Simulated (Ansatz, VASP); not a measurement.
**Au in VASP and in Ansatz**

INCAR

```
SYSTEM = Au
PREC     = Accurate       ! precision mode
ENCUT    = 520            ! plane-wave cutoff, eV
EDIFF    = 1E-7           ! SCF threshold, eV
ISMEAR   = -1             ! smearing method
SIGMA    = 0.1            ! smearing width, eV
LREAL    = .FALSE.        ! projectors in reciprocal space
LASPH    = .TRUE.         ! aspherical terms in the spheres
NELM     = 80             ! most SCF steps
ALGO     = Normal         ! electronic algorithm
ISIF     = 2              ! what is computed and relaxed
LWAVE    = .FALSE.        ! write WAVECAR
LCHARG   = .TRUE.         ! write CHGCAR
LELF     = .TRUE.         ! ELF
LVHAR    = .TRUE.       
NBANDS   = 12             ! bands
```

The input KPOINTS:

```
regular mesh
0
G
  19 19 19
  0 0 0
```

The input POSCAR:

```
Au
1.0
    0.0000000000      2.0229622709      2.0229622709
    2.0229622709      0.0000000000      2.0229622709
    2.0229622709      2.0229622709      0.0000000000
Au
1
Direct
    0.0000000000      0.0000000000      0.0000000000
```

Input for Ansatz:

```yaml
crystal:
  lattice:
    - [0.0, 2.0229622709, 2.0229622709]
    - [2.0229622709, 0.0, 2.0229622709]
    - [2.0229622709, 2.0229622709, 0.0]
  atoms:
    - { symbol: Au, position: [0.0, 0.0, 0.0] }
hamiltonian:
  xc: lda
  pseudopotentials:
    kind: paw
    azcp:
      Au: "pseudopotentials/Au.paw.azcp"
basis:
  ecutwfc: 420
  fft_grid_basis: typed
kpoints:
  mp_grid: { grid: [19, 19, 19], shift: [0, 0, 0] }
magnetization:
  spin_polarized: false
scf:
  occupations: { method: fermi_dirac, width: 0.1 }
  lower_state_search: "off"
output:
  stress: true
  write_density: true
  write_potential: true
  elf: true
  volumetric_format: npy
```

Alike in both runs: task single point; functional LDA; k mesh 19 × 19 × 19; occupations fermi-dirac, width 0.1 eV; no spin polarisation.

```csv
,VASP,Ansatz
version,VASP 6.6.1,Ansatz 0.2.0
potentials or method,"VASP PAW LDA potentials, release 64 (Au)","plane waves (420 eV) with PAW, scalar-relativistic"
plane-wave cutoff (eV),520,420
valence electrons in the cell,11,19
```

```csv
,VASP,Ansatz,Ansatz less VASP
pressure (GPa),0.7,0.2,-0.49
```

The two sets of potentials don't hold the same shells in valence. Ansatz warned: «pseudo_functional_mismatch».

Spin-orbit coupling is left out, which matters for the levels of Au.
